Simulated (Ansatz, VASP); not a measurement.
Two plane-wave programs on Ni

The input INCAR:

```
SYSTEM = Ni
PREC = Accurate ; ENCUT = 600
EDIFF = 1E-7 ; ISMEAR = -1
SIGMA = 0.08 ; LREAL = .FALSE.
LASPH = .TRUE. ; NELM = 150
ALGO = Normal ; ISIF = 3
LWAVE = .FALSE. ; LCHARG = .FALSE.
ISPIN = 2 ; MAGMOM = 1
LORBIT = 11 ; LMAXMIX = 4
GGA = PE ; IBRION = 2
NSW = 60 ; EDIFFG = -0.005
```

The input KPOINTS:

```
regular mesh
0
G
  19 19 19
  0 0 0
```

File POSCAR:

```
Ni
1.0
    0.0000000000      1.7597012234      1.7597012234
    1.7597012234      0.0000000000      1.7597012234
    1.7597012234      1.7597012234      0.0000000000
Ni
1
Direct
    0.0000000000      0.0000000000      0.0000000000
```

Input for Ansatz:

```yaml
crystal:
  lattice:
    - [0.0, 1.7597012234, 1.7597012234]
    - [1.7597012234, 0.0, 1.7597012234]
    - [1.7597012234, 1.7597012234, 0.0]
  atoms:
    - { symbol: Ni, position: [0.0, 0.0, 0.0], spin: 1.0 }
magnetization:
  spin_polarized: true
kpoints:
  mp_grid: { grid: [19, 19, 19] }
scf:
  occupations: { method: fermi_dirac, width: 0.08 }
hamiltonian:
  xc: pbe
  pseudopotentials: { kind: paw }
output:
  forces: true
  stress: true
relax:
  f_tol: 0.005
  max_steps: 40
  cell: {}
```

Alike in both runs: task relaxation of cell and atoms; functional PBE; k mesh 19 × 19 × 19; occupations fermi-dirac, width 0.08 eV; collinear spin.

```csv
,VASP,Ansatz
version,VASP 6.6.1,Ansatz 0.2.0
potentials or method,"VASP PAW PBE potentials, release 64 (Ni)","PAW with Ansatz's default frozen-core files, scalar-relativistic"
plane-wave cutoff (eV),600,420
valence electrons in the cell,10,18
```

|  | VASP | Ansatz | Ansatz less VASP |
| --- | --- | --- | --- |
| net moment per atom (μB) | 0.62 | 0.64 | +0.018 |
| size of the moment on the site where the two differ most (μB) | 0.63 | 0.68 | +0.046 |
| relaxed volume (Å³/atom) | 10.90 | 10.91 | +0.008 |
| relaxed cell length with the largest relative difference (Å) | 2.489 | 2.489 | +0.0006 |

Site moments also hang on the region over which each program counts them. The two sets of potentials don't hold the same shells in valence.

Caveats: the relaxation stopped at its first step, so nothing moved.
